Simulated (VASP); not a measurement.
A run of VASP 6.6.1 is set up as follows.

INCAR

```
SYSTEM = F
PREC     = Accurate       ! precision mode
ENCUT    = 600            ! plane-wave cutoff, eV
EDIFF    = 1E-7           ! SCF threshold, eV
ISMEAR   = 0              ! smearing method
SIGMA    = 0.1            ! smearing width, eV
LREAL    = .False.        ! projectors in reciprocal space
LASPH    = .True.         ! aspherical terms in the spheres
NELM     = 100            ! most SCF steps
ALGO     = Fast           ! electronic algorithm
ISIF     = 3              ! what is computed and relaxed
LWAVE    = .False.        ! write WAVECAR
LCHARG   = .False.        ! write CHGCAR
GGA      = PS             ! functional
IVDW     = 12             ! dispersion correction
IBRION   = 2              ! ionic algorithm
NSW      = 100            ! ionic steps
EDIFFG   = -0.05          ! ionic threshold
```

File KPOINTS:

```
regular mesh
0
Gamma
  8 8 4
  0 0 0
```

POSCAR

```
F
1.0
    2.7500000000     -1.6400000000      0.0000000000
    2.7500000000      1.6400000000      0.0000000000
   -1.5347185945      0.0000000000      7.1163922626
F
4
Direct
    0.9680000000      0.6020000000      0.0997000000
    0.3980000000      0.0320000000      0.4003000000
    0.0320000000      0.3980000000      0.9003000000
    0.6020000000      0.9680000000      0.5997000000
```

Potentials or basis: VASP PAW PBE potentials, release 64 (F).

Command:

```bash
$ cat potpaw_PBE.64/F/POTCAR > POTCAR
$ mpirun -np 1 vasp_std > vasp.out
```

Problem. Predict the space group after relaxing (to 0.05 Å).

Solution. C2/c (No. 15).

Problem. Predict the relaxed volume.

Solution. 15.66 Å³/atom.

The path:
```csv
step,energy change (eV),largest force (eV/Å),pressure (GPa),volume (Å³)
1,0.0000,2.1298,-5.77,64.19
2,2.6474,16.6271,36.07,58.86
3,-0.0942,1.5537,-4.26,63.53
4,-0.1567,0.8626,-2.47,63.09
5,-0.1813,0.1277,0.00,62.57
6,-0.1815,0.0293,-0.26,62.62
```

Caveat: the PAW data sets were made with another functional, which shifts forces and pressure a little; the relaxation stopped at a loose force limit of 0.05 eV/Å, so its end isn't a converged minimum.
